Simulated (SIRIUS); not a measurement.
# FeO (Wuestite) (R-3m) in SIRIUS: equation of state

How stiff is FeO (Wuestite) in PBEsol, and what volume does it want? The cell is scaled to several volumes.

All numbers are computed with SIRIUS 7.12.0; they aren't measurements. Logs are shortened: lines on timing, memory, paths and dates and some standing lists are left out, and cuts for length are marked. The log counts tension as positive stress, the text compression.

### 1 The crystal as given

It takes space group R-3m (No. 166, trigonal). The conventional cell has a = 3.038 Å, b = 3.038 Å, c = 7.559 Å, α = 90.00°, β = 90.00°, γ = 120.00°. Fe (site symmetry -3m) is surrounded by 6 O at 2.16 Å. Around O (site symmetry -3m) lie 6 Fe at 2.16 Å.

### 2 Single point, PBEsol, collinear spin, ferromagnetic start, 9.46 Å³/atom (volume scaled by 0.94)

Input file sirius.json:

```json
{
  "control": {
    "processing_unit": "cpu",
    "verbosity": 2,
    "num_bands_to_print": 19,
    "print_forces": true,
    "print_stress": true
  },
  "parameters": {
    "electronic_structure_method": "pseudopotential",
    "xc_functionals": ["XC_GGA_X_PBE_SOL", "XC_GGA_C_PBE_SOL"],
    "gk_cutoff": 9.5,
    "pw_cutoff": 19.0,
    "ngridk": [11, 11, 11],
    "shiftk": [0, 0, 0],
    "smearing": "fermi_dirac",
    "smearing_width": 0.0018374661,
    "num_bands": 19,
    "num_mag_dims": 1,
    "num_dft_iter": 100,
    "energy_tol": 1e-08,
    "density_tol": 1e-06
  },
  "iterative_solver": {
    "type": "davidson",
    "min_tolerance": 1e-10
  },
  "mixer": {
    "type": "anderson",
    "beta": 0.5,
    "max_history": 8
  },
  "settings": {
    "tol_ne": 1e-10,
    "pseudo_grid_cutoff": 6.5,
    "smooth_initial_mag": true
  },
  "unit_cell": {
    "lattice_vectors": [
      [2.81156449455, 1.623257517712, 4.664114132179],
      [-2.81156449455, 1.623257517712, 4.664114132179],
      [0.0, -3.246515035612, 4.664114132179]
    ],
    "atom_coordinate_units": "lattice",
    "atom_types": ["Fe", "O"],
    "atom_files": {
      "Fe": "Fe.json",
      "O": "O.json"
    },
    "atoms": {
      "Fe": [
        [0.0, 0.0, 0.0, 0.0, 0.0, 3.0]
      ],
      "O": [
        [0.5, 0.5, 0.5, 0.0, 0.0, 0.0]
      ]
    }
  }
}
```

Potentials or basis: PseudoDojo 0.4.1 PBEsol standard (scalar relativistic).

Run with:

```
$ upf_to_json Fe.upf
$ upf_to_json O.upf
$ OMP_NUM_THREADS=4 sirius.scf --input=sirius.json --output=out.json --task=0
```

Output:

```text
[info] SIRIUS version : 7.12.0
[info] number of MPI ranks           : 1
[info] MPI grid                      : 1 1
[info] maximum number of OMP threads : 4
[fft] FFT context for density and potential
[fft] =====================================
[fft]   comm size                             : 1
[fft]   plane wave cutoff                     : 19
[fft]   grid size                             : 40 40 40   total : 64000
[fft]   grid limits                           : -19 20   -19 20   -19 20
[fft]   number of G-vectors within the cutoff : 7395
[fft]   local number of G-vectors             : 7395
[fft]   number of G-shells                    : 1405
[fft] FFT context for coarse grid
[fft] =====================================
[fft]   comm size                             : 1
[fft]   plane wave cutoff                     : 19
[fft]   grid size                             : 40 40 40   total : 64000
[fft]   grid limits                           : -19 20   -19 20   -19 20
[fft]   number of G-vectors within the cutoff : 7395
[fft]   local number of G-vectors             : 7395
[fft]   number of G-shells                    : 1405
[unit cell] lattice vectors
[unit cell]   a1 :       2.8115644945      1.6232575177      4.6641141322
[unit cell]   a2 :      -2.8115644945      1.6232575177      4.6641141322
[unit cell]   a3 :       0.0000000000     -3.2465150356      4.6641141322
[unit cell] reciprocal lattice vectors
[unit cell]   b1 :       1.1173823897      0.6451210235      0.4490445652
[unit cell]   b2 :      -1.1173823897      0.6451210235      0.4490445652
[unit cell]   b3 :       0.0000000000     -1.2902420469      0.4490445652
[unit cell] unit cell volume :       127.71911270 [a.u.^3]
[unit cell] 1/sqrt(omega)    :         0.08848549
[unit cell] MT volume        :         0.00000000 ( 0.00%)
[unit cell] IT volume        :       127.71911270 (100.00%)
[unit cell] number of atom types : 2
[unit cell] type id : 0 symbol : Fe mt_radius :  14.250000 num_atoms : 1
[unit cell] type id : 1 symbol :  O mt_radius :   9.350000 num_atoms : 1
[unit cell] total number of atoms : 2
[unit cell] number of symmetry classes : 2
[unit cell] number of PAW atoms : 0
[... 361 lines left out ...]
[diagonalize]            -2.574068   -1.331813   -1.329431   -1.329284   -0.134050    0.262056    0.368193    0.373028    0.587764    0.590552    0.597075    0.668982    0.681940    0.767178    0.929822    1.054314    1.088255    1.389911    1.416924
[find] Charges and magnetic moments
[find] --------------------------------------------------------------------------------
[find] atom                moment                |moment|
[find] --------------------------------------------------------------------------------
[find]    0 [  0.00000,   0.00000,   3.33376]    3.333758
[find]    1 [  0.00000,   0.00000,   0.32806]    0.328064
[find] total charge          : 22.000000
[... 7 lines left out ...]
[find] <rho|V^{H}>                    :      72.95206749
[find] one-electron contribution      :     -59.52766217 (Ha),    -119.05532434 (Ry)
[find] hartree contribution           :      36.47603374
[find] xc contribution                :     -21.81524386
[find] ewald contribution             :     -96.82171009
[find] PAW contribution               :       0.00000000
[find] smearing (-TS)                 :      -0.00038116
[find] SCF correction                 :       0.00000022
[find] Total energy                   :    -141.68858215 (Ha),    -283.37716430 (Ry)
[find] Free energy (E-TS)             :    -141.68896330 (Ha),    -283.37792661 (Ry)
[find] band gap (eV)                  :       0.00000000
[find] Efermi                         :       0.57499326
[find] iteration : 14, RMS (target) : 3.6063e-07 (1.0000e-06) , energy difference (target) : 3.0855e-10 (1.0000e-08)
[find] bands are converged : true
[find] iterative solver converged : false
[find] converged after 15 SCF iterations!
[find] Charges and magnetic moments
[find] --------------------------------------------------------------------------------
[find] atom                moment                |moment|
[find] --------------------------------------------------------------------------------
[find]    0 [  0.00000,   0.00000,   3.33376]    3.333758
[find]    1 [  0.00000,   0.00000,   0.32806]    0.328064
[find] total charge          : 22.000000
[find] total moment          : [  0.00000,   0.00000,   3.99992], magnitude : 3.999917
[find] Energy
[find] --------------------------------------------------------------------------------
[find] valence_eval_sum               :      -9.08028954
[find] <rho|V^{XC}>                   :     -22.22257255
[find] <rho|E^{XC}>                   :     -21.81524386
[find] <mag|B^{XC}>                   :      -0.28212231
[find] <rho|V^{H}>                    :      72.95206749
[find] one-electron contribution      :     -59.52766217 (Ha),    -119.05532434 (Ry)
[find] hartree contribution           :      36.47603374
[find] xc contribution                :     -21.81524386
[find] ewald contribution             :     -96.82171009
[find] PAW contribution               :       0.00000000
[find] smearing (-TS)                 :      -0.00038116
[find] SCF correction                 :       0.00000022
[find] Total energy                   :    -141.68858215 (Ha),    -283.37716430 (Ry)
[find] Free energy (E-TS)             :    -141.68896330 (Ha),    -283.37792661 (Ry)
[find] band gap (eV)                  :       0.00000000
[find] Efermi                         :       0.57499326
[ground_state] === stress tensor components [kbar] ===
[ground_state] === stress_kin ===
[ground_state] -106038.130908    0.000000   -0.000000
[ground_state]     0.000000-106038.130908   -0.000001
[ground_state]    -0.000000   -0.000001-105933.976207
[ground_state] === stress_har ===
[ground_state] -27998.788859   -0.000000   -0.000000
[ground_state]    -0.000000-27998.788859   -0.000000
[ground_state]    -0.000000   -0.000000-28027.577183
[ground_state] === stress_ewald ===
[ground_state] 74388.820983    0.000000    0.000000
[ground_state]     0.00000074388.820982    0.000001
[ground_state]     0.000000    0.00000174258.098293
[ground_state] === stress_vloc ===
[ground_state] 26822.540187    0.000000    0.000000
[ground_state]     0.00000026822.540187    0.000000
[ground_state]     0.000000    0.00000026936.736709
[ground_state] === stress_xc ===
[ground_state]  1866.000810    0.000000    0.000000
[ground_state]     0.000000 1866.000810    0.000000
[ground_state]     0.000000    0.000000 1866.240531
[ground_state] === stress_core ===
[ground_state] 12782.898414    0.000000    0.000000
[ground_state]     0.00000012782.898414    0.000000
[ground_state]     0.000000    0.00000012782.539403
[ground_state] === stress_nonloc ===
[ground_state] 18157.920797    0.000000    0.000000
[ground_state]     0.00000018157.920797    0.000000
[ground_state]     0.000000    0.00000018107.798521
[ground_state] === stress_us_nl ===
[ground_state] 18157.920797    0.000000    0.000000
[ground_state]     0.00000018157.920797    0.000000
[ground_state]     0.000000    0.00000018107.798521
[ground_state] === stress_total ===
[ground_state]   -18.738577   -0.000000   -0.000000
[ground_state]    -0.000000  -18.738577   -0.000000
[ground_state]    -0.000000   -0.000000  -10.139934
[ground_state] ==== total Forces in Ha/bohr =====
[ground_state] atom:    0, force:       0.0000000      0.0000000      0.0000000
[... 14 lines left out ...]
[ground_state] atom:    0, force:       0.0000000      0.0000000      0.0000000
[ground_state] atom:    1, force:       0.0000000      0.0000000      0.0000000
[~DFT_ground_state] local op. applied: 173478
[~DFT_ground_state] evp. work count: 38232.4
[~DFT_ground_state] number of iterative solver steps: 7213
```

It took 82 s on 4 threads of Intel Xeon 6975P-C (Granite Rapids), shared host; peak memory 0.79 GiB.

Results:

| Item | Value |
| --- | --- |
| Free energy | -3855.5531 eV |
| Pressure | 1.6 GPa |
| Band gap on the k mesh | none (metal or under the smearing width) |
| Net moment | 4.00 μB per cell |
| Absolute moment | 4.01 μB per cell |

Caveat: a cell with one magnetic atom can't hold antiferromagnetic order, which such compounds often take; semilocal functionals often make such compounds metallic where correlation or magnetic order opens a gap, which also shifts bond lengths.

(Continued in part 2 of 2.)
